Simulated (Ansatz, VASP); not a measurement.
Given: the input of a run of Ansatz 0.2.0 on Pd.

Contents of input.yaml:

```yaml
crystal:
  lattice:
    - [2.7836650458, 0.0, 0.0]
    - [-1.3918325229, 2.4107246453, 0.0]
    - [0.0, 0.0, 4.628893]
  atoms:
    - { symbol: Pd, position: [0.3333333333, 0.6666666667, 0.25] }
    - { symbol: Pd, position: [0.6666666667, 0.3333333333, 0.75] }
hamiltonian:
  xc: pbe
  pseudopotentials: { kind: paw }
kpoints:
  mp_grid: { grid: [11, 11, 6] }
scf:
  occupations: { method: gaussian, width: 0.025 }
output:
  forces: true
  stress: true
  eigenvalues: true
```

Potentials or basis: Ansatz PAW.

The run is started by

```sh
$ ansatz run input.yaml --threads 2 --pin off --max-ram 5632MiB --backend cpu --events-out ev --progress --plain --runs-dir out
```

Problem. Translate it to VASP 6.6.1. Potentials there: VASP PAW PBE potentials, release 64 (Pd).

Solution. As run (the cutoff follows the program's own potentials):

File INCAR:

```
SYSTEM = Pd
PREC = Accurate ; ENCUT = 520
EDIFF = 1E-6 ; ISMEAR = 0
SIGMA = 0.025 ; LREAL = .False.
LASPH = .True. ; NELM = 100
ALGO = Normal ; ISIF = 2
LWAVE = .False. ; LCHARG = .False.
GGA = PE ; NBANDS = 17
```

KPOINTS

```
Automatic mesh
0
Gamma
  11 11 6
  0 0 0
```

File POSCAR:

```
Pd
1.0
    2.7836650458      0.0000000000      0.0000000000
   -1.3918325229      2.4107246453      0.0000000000
    0.0000000000      0.0000000000      4.6288930000
Pd
2
Direct
    0.3333333333      0.6666666667      0.2500000000
    0.6666666667      0.3333333333      0.7500000000
```

Potentials or basis: VASP PAW PBE potentials, release 64 (Pd).

Command:

```console
$ cat potpaw_PBE.64/Pd/POTCAR > POTCAR
$ mpirun -np 1 vasp_std > vasp.out
```

Both were run:

|  | VASP | Ansatz | Ansatz less VASP |
| --- | --- | --- | --- |
| gap on the k mesh at the Fermi level (eV) | none | none | - |
| pressure (GPa) | -1.8 | -1.6 | +0.26 |
| largest component of the traceless stress (GPa) | 0.31 | 0.41 | +0.099 |

A gap of «none» marks a metal or a gap that the smearing closes. With one functional, cell and mesh, what is left measures potentials, basis and numerics. The two sets of potentials don't hold the same shells in valence.
